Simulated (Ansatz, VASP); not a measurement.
**Two plane-wave programs on NaF (Villiaumite)**

```
Na F
1.0
     0.00000    2.25018    2.25018
     2.25018    0.00000    2.25018
     2.25018    2.25018    0.00000
Na F
1 1
Direct
  0.00000 0.00000 0.00000
  0.50000 0.50000 0.50000
```

Alike in both runs: task single point; functional r2SCAN; k mesh 8 × 8 × 8; occupations gaussian, width 0.02 eV; no spin polarisation.

```csv
,VASP,Ansatz
version,VASP 6.6.1,Ansatz 0.2.0
potentials or method,"VASP PAW PBE potentials, release 64 (Na_pv, F)","scalar-relativistic, plane waves, PAW"
plane-wave cutoff (eV),520,500
valence electrons in the cell,14,16
```

VASP gave:

```
gap on the k mesh at the Fermi level (eV) : 7.70
least direct gap on the mesh (eV)         : 7.70
pressure (GPa)                            : 3.2
```

Estimate Ansatz's values.

gap on the k mesh at the Fermi level (eV): 7.66; least direct gap on the mesh (eV): 7.66; pressure (GPa): 3.9.

With one functional, cell and mesh, what is left measures potentials, basis and numerics. The two sets of potentials don't hold the same shells in valence.

Caveats: the PAW data sets were made with another functional, which shifts forces and pressure a little (VASP). r2SCAN opens gaps a little over a GGA but as a rule still falls short of measured ones.
